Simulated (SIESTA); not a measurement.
CuO (Tenorite) under changes of volume

One of the cells (10.338 Å³/atom); the others are scaled copies at fixed shape and fractional positions:

```
CELL_PARAMETERS angstrom
2.35736 -1.72263 0.00000
2.35736 1.72263 0.00000
-0.85566 0.00000 5.09137
ATOMIC_POSITIONS crystal
Cu 0.50000 0.00000 0.50000
Cu 0.00000 0.50000 0.00000
O 0.41840 0.58160 0.75000
O 0.58160 0.41840 0.25000
```

```yaml
Program: SIESTA 5.4.2
Functional: PBE
Potentials_or_basis: PseudoDojo 0.4 standard (PBE files)
Basis: DZP (energy shift 0.003 Ry; two zetas on semicore shells)
Grid_cutoff: 800 Ry
Energy_shift: 0.003 Ry
k_mesh: 10 × 10 × 5
Occupations: fermi-dirac, width 0.05 eV
Spin: no spin polarisation
```

| volume (Å³/atom) | energy over the lowest point (meV/atom) | pressure (GPa) | largest force (eV/Å) |
| --- | --- | --- | --- |
| 9.527 | 59.41 | 20.5 | 0.127 |
| 9.730 | 36.69 | 15.6 | 0.046 |
| 9.932 | 19.95 | 11.0 | 0.029 |
| 10.338 | 2.21 | 3.4 | 0.159 |
| 10.540 | 0.00 | 0.2 | 0.218 |
| 10.743 | ? | ? | ? |

**Question.** What does the run at 10.743 Å³/atom give?

**Answer.** Energy over the lowest point 1.70 meV/atom; pressure -2.7 GPa; largest force 0.270 eV/Å.

Worked out: A Birch-Murnaghan fit of order 3 (a polynomial in V^(-2/3)) to the other rows has its minimum at 10.55 Å³/atom, just outside them, with B0 = V·E''(V) = 157 GPa and B' = 4.9 at fixed shape and positions, which overstates the stiffness. It gives 1.68 meV/atom at 10.743 Å³/atom, against the run's 1.70, and -dE/dV = -2.7 GPa, against -2.7.

Energies are extrapolated to zero smearing.

Caveats: short orbitals over semicore shells can move pressures by several GPa; the basis of atomic orbitals isn't converged, which shifts pressures, moduli and gaps; the run has no spin polarisation, though such a crystal can be magnetic.
